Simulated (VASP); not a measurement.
Crystal: KCl.

```xyz
2
Lattice="3.8392 0.0000 0.0000 0.0000 3.8392 0.0000 0.0000 0.0000 3.8392" Properties=species:S:1:pos:R:3 pbc="T T T"
K     0.0000    0.0000    0.0000
Cl    1.9196    1.9196    1.9196
```

Measurements of this composition are mostly on another form, of space group No. 225.

| Item | Value |
| --- | --- |
| Program | VASP 6.6.1 |
| Task | single point |
| Functional | PBE |
| Potentials or basis | VASP PAW PBE potentials, release 64 (K_sv, Cl) |
| Cutoff | 520 eV |
| k mesh | 7 × 7 × 7 |
| Occupations | fermi-dirac, width 0.05 eV |
| Spin | no spin polarisation |

On this cell: pressure 0.0 GPa; largest force zero by symmetry; band gap on the k mesh 4.82 eV, indirect (least direct gap 5.00 eV).

The same run follows on a disturbed copy (atoms moved at random, drawn with an rms of 0.05 Å):

```
CELL_PARAMETERS angstrom
3.83920 0.00000 0.00000
0.00000 3.83920 0.00000
0.00000 0.00000 3.83920
ATOMIC_POSITIONS crystal
K 0.98999 0.00563 0.00820
Cl 0.49173 0.49777 0.50063
```

Problem. What does the disturbed cell give?

Solution. The energy moves by +0.3 meV/atom; pressure 0.0 GPa; largest force 0.027 eV/Å; band gap on the k mesh 4.82 eV, indirect (least direct gap 5.00 eV).

Forces on the atoms (eV/Å):
```
K    0.004 -0.019 -0.019
Cl  -0.004  0.019  0.019
```

Caveats: an odd mesh through Γ misses points on the zone boundary, where band edges often lie.
